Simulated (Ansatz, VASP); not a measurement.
**NbAs in VASP and in Ansatz**

The input INCAR:

```
  PREC = Accurate
  ENCUT = 520
  EDIFF = 1E-6
  ISMEAR = 0
  SIGMA = 0.1
  LREAL = F
  LASPH = T
  NELM = 60
  ALGO = Normal
  ISIF = 2
  LWAVE = F
  LCHARG = F
  GGA = PE
  NBANDS = 26
```

The input KPOINTS:

```
Automatic mesh
0
Gamma
  8 8 8
```

POSCAR

```
NbAs
1.0
   -1.7258500000      1.7258500000      5.8400000000
    1.7258500000     -1.7258500000      5.8400000000
    1.7258500000      1.7258500000     -5.8400000000
Nb As
2 2
Direct
    0.7500000000      0.7500000000      0.0000000000
    0.5000000000      0.0000000000      0.5000000000
    0.1660000000      0.1660000000      0.0000000000
    0.9160000000      0.4160000000      0.5000000000
```

Input for Ansatz:

```yaml
crystal:
  lattice:
    - [-1.72585, 1.72585, 5.84]
    - [1.72585, -1.72585, 5.84]
    - [1.72585, 1.72585, -5.84]
  atoms:
    - { symbol: Nb, position: [0.75, 0.75, 0.0] }
    - { symbol: Nb, position: [0.5, 0.0, 0.5] }
    - { symbol: As, position: [0.166, 0.166, 0.0] }
    - { symbol: As, position: [0.916, 0.416, 0.5] }
basis:
  ecutwfc: 420
kpoints:
  mp_grid: { grid: [8, 8, 8] }
hamiltonian:
  xc: pbe
scf:
  occupations: { method: gaussian, width: 0.1 }
  lower_state_search: "off"
output:
  forces: true
  stress: true
  eigenvalues: true
```

Alike in both runs: task single point; functional PBE; k mesh 8 × 8 × 8; occupations gaussian, width 0.1 eV; no spin polarisation.

|  | VASP | Ansatz |
| --- | --- | --- |
| version | VASP 6.6.1 | Ansatz 0.2.0 |
| potentials or method | VASP PAW PBE potentials, release 64 (Nb_sv, As) | scalar-relativistic, plane waves, PAW |
| plane-wave cutoff (eV) | 520 | 420 |
| valence electrons in the cell | 36 | 56 |

|  | VASP | Ansatz | Ansatz less VASP |
| --- | --- | --- | --- |
| gap on the k mesh at the Fermi level (eV) | none | none | - |
| pressure (GPa) | 3.3 | 3.3 | -0.01 |
| largest component of the traceless stress (GPa) | 0.56 | 0.60 | +0.040 |
| rms of the force components (eV/Å) | 0.172 | 0.172 | -0.0005 |

Atom by atom the forces differ by 0.001 eV/Å (rms over components). A gap of «none» marks a metal or a gap that the smearing closes. The two sets of potentials don't hold the same shells in valence.
